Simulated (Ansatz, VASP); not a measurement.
**One calculation of C, two programs**

The input INCAR:

```
SYSTEM = C
PREC     = Accurate       ! precision mode
ENCUT    = 520            ! plane-wave cutoff, eV
EDIFF    = 1E-6           ! SCF threshold, eV
ISMEAR   = -1             ! smearing method
SIGMA    = 0.05           ! smearing width, eV
LREAL    = .False.        ! projectors in reciprocal space
LASPH    = .True.         ! aspherical terms in the spheres
NELM     = 100            ! most SCF steps
ALGO     = Normal         ! electronic algorithm
ISIF     = 2              ! what is computed and relaxed
LWAVE    = .False.        ! write WAVECAR
LCHARG   = .False.        ! write CHGCAR
GGA      = PE             ! functional
NBANDS   = 11             ! bands
```

Contents of KPOINTS:

```
regular mesh
0
Gamma
  13 13 8
  0 0 0
```

POSCAR

```
C
1.0
    2.1553145742     -1.2444459046      0.0000000000
    2.1553145742      1.2444459046      0.0000000000
   -1.3972173651      0.0000000000      3.5489252341
C
2
Direct
    0.1666444700      0.1666444700      0.9999069600
    0.8333555300      0.8333555300      0.0000930400
```

File input.yaml:

```yaml
crystal:
  lattice:
    - [2.1553145742, -1.2444459046, 0.0]
    - [2.1553145742, 1.2444459046, 0.0]
    - [-1.3972173651, 0.0, 3.5489252341]
  atoms:
    - { symbol: C, position: [0.16664447, 0.16664447, 0.99990696] }
    - { symbol: C, position: [0.83335553, 0.83335553, 9.304e-05] }
kpoints:
  mp_grid: { grid: [13, 13, 8] }
scf:
  occupations: { method: fermi_dirac, width: 0.05 }
hamiltonian:
  xc: pbe
  pseudopotentials: { kind: all_electron, lapw: { basis_error: 0.0005 } }
output:
  forces: true
  stress: true
  eigenvalues: true
```

Change from the starting cell: volume scaled by 1.04.

Alike in both runs: task single point; functional PBE; k mesh 13 × 13 × 8; occupations fermi-dirac, width 0.05 eV; no spin polarisation.

```csv
,VASP,Ansatz
version,VASP 6.6.1,Ansatz 0.2.0
potentials or method,"VASP PAW PBE potentials, release 64 (C)","all-electron LAPW, scalar-relativistic"
plane-wave cutoff (eV),520,see its input
```

```csv
,VASP,Ansatz,Ansatz less VASP
gap on the k mesh at the Fermi level (eV),0.92,0.92,0.000
least direct gap on the mesh (eV),0.93,0.93,0.000
pressure (GPa),-5.9,-6.4,-0.46
largest component of the traceless stress (GPa),7.69,8.23,+0.542
```

Ansatz ran all-electron here, so the differences hold the error of VASP's frozen core and of both bases.

Caveats: an odd mesh through Γ misses points on the zone boundary, where band edges often lie; this functional lacks dispersion, which binds the layers, so the pressure and a relaxed spacing across them are unreliable.
